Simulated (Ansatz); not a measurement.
Ta (diamond type), DFT, PBE, PAW with Ansatz's default frozen-core files, scalar-relativistic (Ansatz 0.2.0), on 1 thread of Arm Neoverse N1 (shared host).

Command: `ansatz run input.yaml --threads 1 --pin off --max-ram 2048MiB --backend cpu --events-out ev --progress --plain --runs-dir out`

```yaml
crystal:
  lattice:
    - [0.0, 2.3033427297, 2.3033427297]
    - [2.3033427297, 0.0, 2.3033427297]
    - [2.3033427297, 2.3033427297, 0.0]
  atoms:
    - { symbol: Ta, position: [-0.125, -0.125, -0.125] }
    - { symbol: Ta, position: [0.125, 0.125, 0.125] }
kpoints:
  mp_grid: { grid: [12, 12, 12] }
  band_path:
    path:
      - [0.0, 0.0, 0.0]
      - [0.5, 0.0, 0.5]
      - [0.625, 0.25, 0.625]
      - [0.375, 0.375, 0.75]
      - [0.0, 0.0, 0.0]
      - [0.5, 0.5, 0.5]
      - [0.5, 0.25, 0.75]
      - [0.5, 0.0, 0.5]
    npoints: 8
scf:
  occupations: { method: fermi_dirac, width: 0.08 }
hamiltonian:
  xc: pbe
  pseudopotentials: { kind: paw }
output:
  forces: true
  stress: true
  eigenvalues: true
  populations: true
  dos: { projected: true, de: 0.2, e_range: [-14, 8] }
```

**Question.** How large is the problem that the program sets up?

**Answer.** 72 irreducible k-points, 531 plane waves at Γ, 17 bands.

**Question.** About how long does it take?

**Answer.** 5.2 s of wall time for 6 SCF iterations. Times on shared machines scatter by tens of per cent.
